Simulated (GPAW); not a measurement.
The system is CuO.

```
Cu O
1.0
     3.17953    0.00000    0.00000
    -1.58977    2.75356    0.00000
     0.00000    0.00000    4.43149
Cu O
2 2
Direct
  0.00000 0.00000 0.00000
  0.00000 0.00000 0.50000
  0.33333 0.66667 0.25000
  0.66667 0.33333 0.75000
```

Measurements of this composition are mostly on another form, of space group No. 15.

Base run:

| Quantity | Value |
| --- | --- |
| Program | GPAW 26.7.0 |
| Functional | PBEsol |
| Potentials or basis | PAW data sets generated in the run's folder for this functional |
| Cutoff | 800 eV |
| Basis | pw |
| k mesh | 7 × 7 × 5 |
| Occupations | fermi-dirac, width 0.05 eV |
| Spin | no spin polarisation |
| Hubbard terms | Cu d U = 1 eV |

Its results: pressure -1.4 GPa.

**Question.** After a change of settings the same cell gave: pressure -3.2 GPa. Which change was it?
A. hubbard terms from Cu d U = 1 eV to Cu d U = 8 eV
B. hubbard terms from Cu d U = 1 eV to Cu d U = 5 eV
C. hubbard terms from Cu d U = 1 eV to none

**Answer.** B.

Caveats: with this Cu data set, volumes or pressures lay over 1.5 % or 2 GPa off other programs in two to four cells of ten; the run has no spin polarisation, though such a crystal can be magnetic; U without spin polarisation on a metal has little footing.
